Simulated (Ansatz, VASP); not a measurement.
# Ga: VASP beside Ansatz

```
CELL_PARAMETERS angstrom
0.00000 2.80496 2.80496
2.80496 0.00000 2.80496
2.80496 2.80496 0.00000
ATOMIC_POSITIONS crystal
Ga 0.00000 0.00000 0.00000
Ga 0.25000 0.25000 0.25000
```

Alike in both runs: task single point; functional r2SCAN; k mesh 10 × 10 × 10; occupations fermi-dirac, width 0.0143 eV; no spin polarisation.

```csv
,VASP,Ansatz
version,VASP 6.6.1,Ansatz 0.2.0
potentials or method,"VASP PAW PBE potentials, release 64 (Ga_d)",PAW plane waves
plane-wave cutoff (eV),520,500
valence electrons in the cell,26,26
```

|  | VASP | Ansatz | Ansatz less VASP |
| --- | --- | --- | --- |
| pressure (GPa) | 4.5 | 4.5 | -0.06 |

With one functional, cell and mesh, what is left measures potentials, basis and numerics.

Caveats: the PAW data sets were made with another functional, which shifts forces and pressure a little (VASP).
